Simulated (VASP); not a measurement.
Crystal: BeTe.

```xyz
2
Lattice="0.0000 2.8315 2.8315 2.8315 0.0000 2.8315 2.8315 2.8315 0.0000" Properties=species:S:1:pos:R:3 pbc="T T T"
Be    0.0000    0.0000    0.0000
Te    1.4157    1.4157    1.4157
```

The cell comes from a database or a generator and needn't be the stable form of this composition.

```yaml
Program: VASP 6.6.1
Task: relaxation of cell and atoms
Functional: LDA
Potentials_or_basis: VASP PAW LDA potentials, release 64 (Be, Te)
Cutoff: 600 eV
k_mesh: 8 × 8 × 8
Occupations: gaussian, width 0.02 eV
Spin: no spin polarisation
```

At the start: pressure -3.1 GPa; volume 22.70 Å³/atom.

How do energy, volume and symmetry change on relaxing?

Over 3 steps the energy falls by 11.9 meV/atom and the volume is 21.51 Å³/atom (-5.3 %); space group F-43m (No. 216, to 0.05 Å).

Step by step:
```csv
step,energy change (eV),largest force (eV/Å),pressure (GPa),volume (Å³)
1,0.0000,0.0000,-3.07,45.40
2,-0.0230,0.0000,0.63,42.60
3,-0.0239,0.0000,0.01,43.02
```

Final structure:
```
Be Te
1.0
     0.00000    2.78099    2.78099
     2.78099    0.00000    2.78099
     2.78099    2.78099    0.00000
Be Te
1 1
Cartesian
  0.0000 0.0000 0.0000
  1.3905 1.3905 1.3905
```
